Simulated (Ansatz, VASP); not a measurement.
## One calculation of CdTe, two programs

```
Te Cd
1.0
     0.00000    3.18349    3.18349
     3.18349    0.00000    3.18349
     3.18349    3.18349    0.00000
Te Cd
1 1
Cartesian
  4.7752 4.7752 4.7752
  0.0000 0.0000 0.0000
```

Change from the starting cell: volume scaled by 0.98.

Alike in both runs: task single point; functional PBE; k mesh 7 × 7 × 7; occupations fermi-dirac, width 0.05 eV; no spin polarisation.

|  | VASP | Ansatz |
| --- | --- | --- |
| version | VASP 6.6.1 | Ansatz 0.2.0 |
| potentials or method | VASP PAW PBE potentials, release 64 (Te, Cd) | Ansatz PAW |
| plane-wave cutoff (eV) | 520 | 420 |
| valence electrons in the cell | 18 | 36 |

Ansatz gave:

- gap on the k mesh at the Fermi level (eV): 0.93
- least direct gap on the mesh (eV): 0.93
- pressure (GPa): 5.4

Question: Which values does VASP return?

Answer: gap on the k mesh at the Fermi level (eV): 0.94; least direct gap on the mesh (eV): 0.94; pressure (GPa): 5.6.

The two sets of potentials don't hold the same shells in valence.

Caveats: spin-orbit coupling is left out, which moves the levels of the heavy elements; odd divisions of the mesh miss points on the zone boundary, where band edges often lie, so the gap on the mesh can be too wide (Ansatz).
